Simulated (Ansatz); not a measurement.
# Every step of a relaxation of Lu (hcp type)

DFT, PBE, PAW with Ansatz's default frozen-core files, fully relativistic files with spin-orbit coupling (Ansatz 0.2.0); a Γ-centred 14×14×8 k mesh, Fermi–Dirac smearing of 0.05 eV, no spin polarisation. The run relaxes cell and atoms at a target pressure of 0 GPa.

Command: `ansatz run input.yaml --threads 2 --pin off --max-ram 5120MiB --backend cpu --events-out ev --progress --plain --runs-dir out` It took 3.1 min on 2 threads of Arm Neoverse V1, on a shared host, peak memory 0.93 GiB.

PAW: frozen-core files, cutoff 420 eV; forces are relaxed below 0.005 eV/Å.

Each step lists its free energy a cell above the last geometry, the pressure, the cell vectors (Å), and Cartesian positions (Å) with forces (eV/Å).

The first step:

```
step 1  dF = 12.71 meV  P = -0.34 GPa
  cell 3.4645 0.0000 0.0000  -1.7323 3.0004 0.0000  0.0000 0.0000 5.6125
  Lu 0.0000 2.0003 1.4031   0.0000 0.0000 0.0000
  Lu 1.7323 1.0001 4.2094   0.0000 0.0000 0.0000
```

**Question.** Where does the relaxation end, and by which steps?

**Answer.** After 3 geometries, with conventional a, b, c = 3.498, 3.498, 5.454 Å, at 28.894 Å³/atom (-0.95 % against the start) in space group P6_3/mmc, with a shortest distance of 3.393 Å. The further steps:
```
step 2  dF = 0.47 meV  P = -0.03 GPa
  cell 3.4897 0.0000 0.0000  -1.7449 3.0222 0.0000  0.0000 0.0000 5.4844
  Lu 0.0000 2.0148 1.3711   0.0000 0.0000 0.0000
  Lu 1.7449 1.0074 4.1133   0.0000 0.0000 0.0000
step 3  dF = 0.00 meV  P = 0.00 GPa
  cell 3.4980 0.0000 0.0000  -1.7490 3.0293 0.0000  0.0000 0.0000 5.4535
  Lu 0.0000 2.0195 1.3634   0.0000 0.0000 0.0000
  Lu 1.7490 1.0098 4.0901   0.0000 0.0000 0.0000
step 4  dF = 0.10 meV  P = 0.00 GPa  (same geometry on a basis chosen anew; earlier energies don't compare to the last digit)
  cell 3.4980 0.0000 0.0000  -1.7490 3.0293 0.0000  0.0000 0.0000 5.4535
  Lu 0.0000 2.0195 1.3634   0.0000 0.0000 0.0000
  Lu 1.7490 1.0098 4.0901   0.0000 0.0000 0.0000
```
